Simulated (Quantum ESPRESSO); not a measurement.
**PbO2: zone-centre phonons under several settings**

```
Pb O
1.0
     0.00000    2.70199    2.70199
     2.70199    0.00000    2.70199
     2.70199    2.70199    0.00000
Pb O
1 2
Cartesian
  0.0000 0.0000 0.0000
  4.0530 4.0530 4.0530
  1.3510 1.3510 1.3510
```

The cell comes from a database or a generator and needn't be the stable form of this composition.

All runs used Quantum ESPRESSO 7.5; k mesh 9 × 9 × 9; relaxed cell; no spin polarisation.

| level | potentials | cutoff (eV) | occupations | volume (Å³/atom) | lowest optical mode without the field (cm⁻¹) | highest optical mode without the field (cm⁻¹) |
| --- | --- | --- | --- | --- | --- | --- |
| PBEsol | GBRV 1.5 PBEsol | 612 | cold, width 0.2 eV | 12.56 | 264 | 435 |
| PBE | GBRV 1.5 PBE | 612 | cold, width 0.136 eV | 13.14 | 242 | 414 |
| LDA | JTH 2.0 LDA | 707 | cold, width 0.2 eV | ? | ? | ? |

Problem. What stands in the row left open?

Solution. Volume 12.19 Å³/atom; lowest optical mode without the field 280 cm⁻¹; highest optical mode without the field 449 cm⁻¹.
